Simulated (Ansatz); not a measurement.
Total energies of C$_{2}$H$_{2}$O$_{4}$ (`O=C(O)C(=O)O`).

Cartesian coordinates in Å:
```
O -1.058 -1.276 -0.545
C -0.082 -0.591 -0.484
O 1.009 -0.732 -1.229
C 0.081 0.592 0.483
O 1.055 1.281 0.540
O -1.007 0.729 1.232
H 0.853 -1.486 -1.816
H -0.851 1.483 1.819
```

Total charge 0; spin multiplicity 1. The geometry is a stationary point of PBE0-D4/def2-TZVP. It is one conformer, not always the lowest. Basis def2-TZVPP, Ansatz.

RPA on PBE orbitals: Hartree–Fock energy of these orbitals -376.46012 Eh, correlation -1.85562 Eh (frozen core).

```csv
functional,energy without D4 (Eh),D4 term (kJ/mol)
LDA (SPW92),-375.68608,–
PBE,-378.10433,-13.9
revPBE,-378.38780,-49.9
r2SCAN,-378.31311,-3.4
PBE0,-378.09124,-11.5
B3LYP,-378.49444,-22.3
r2SCAN0,-378.24861,-3.9
HSE06 (plane-wave form),-378.07461,-10.6
BHLYP,-378.29674,-15.1
CAM-B3LYP,-378.36556,-11.4
LC-ωPBE,-378.26230,–
ωB97X-V,-378.37111,–
B2PLYP,-378.24592,–
PBE-QIDH,-378.03148,–
```

(1) Give the same for BLYP, B97M-V, r2SCANh, ωB97M-V. (Estimate.)

B3LYP takes the VWN-RPA correlation (the form of Gaussian; ORCA's B3LYP/G). HSE06 is the plane-wave form, built on full-range PBE exchange. The double hybrids freeze the cores in their second-order part.

Answers

(1) The calculation gave: 
```csv
functional,energy without D4 (Eh),D4 term (kJ/mol)
BLYP,-378.44054,-31.7
B97M-V,-378.40688,–
r2SCANh,-378.28662,-3.6
ωB97M-V,-378.39665,–
```

LC-ωPBE has ω = 0.4 bohr⁻¹.
